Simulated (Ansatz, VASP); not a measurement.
# SrO in VASP and in Ansatz

INCAR

```
SYSTEM = SrO
ALGO = Normal
EDIFF = 1E-6
ENCUT = 520
GGA = PE
ISIF = 2
ISMEAR = 0
LASPH = .TRUE.
LCHARG = .FALSE.
LREAL = .FALSE.
LWAVE = .FALSE.
NBANDS = 15
NELM = 100
PREC = Accurate
SIGMA = 0.02
```

The input KPOINTS:

```
k-points
0
G
  8 8 8
  0 0 0
```

POSCAR

```
SrO
1.0
    0.0000000000      2.4351681780      2.4351681780
    2.7435441780     -0.3083760000      2.7435441780
    2.4351681780      2.4351681780      0.0000000000
Sr O
1 1
Direct
    0.0000000000      0.0000000000      0.0000000000
    0.5000000000      0.5000000000      0.5000000000
```

Input for Ansatz:

```yaml
crystal:
  lattice:
    - [0.0, 2.435168178, 2.435168178]
    - [2.743544178, -0.308376, 2.743544178]
    - [2.435168178, 2.435168178, 0.0]
  atoms:
    - { symbol: Sr, position: [0.0, 0.0, 0.0] }
    - { symbol: O, position: [0.5, 0.5, 0.5] }
basis:
  ecutwfc: 420
kpoints:
  mp_grid: { grid: [8, 8, 8] }
hamiltonian:
  xc: pbe
scf:
  occupations: { method: gaussian, width: 0.02 }
output:
  forces: true
  stress: true
  eigenvalues: true
  populations: true
```

Alike in both runs: task single point; functional PBE; k mesh 8 × 8 × 8; occupations gaussian, width 0.02 eV; no spin polarisation.

|  | VASP | Ansatz |
| --- | --- | --- |
| version | VASP 6.6.1 | Ansatz 0.2.0 |
| potentials or method | VASP PAW PBE potentials, release 64 (Sr_sv, O) | scalar-relativistic, plane waves, PAW |
| plane-wave cutoff (eV) | 520 | 420 |
| valence electrons in the cell | 16 | 16 |

```tsv
	VASP	Ansatz	Ansatz less VASP
gap on the k mesh at the Fermi level (eV)	2.80	2.84	+0.048
least direct gap on the mesh (eV)	2.95	2.99	+0.040
pressure (GPa)	1.2	0.6	-0.54
largest component of the traceless stress (GPa)	8.47	8.47	-0.001
```

A k mesh can miss the band edges.
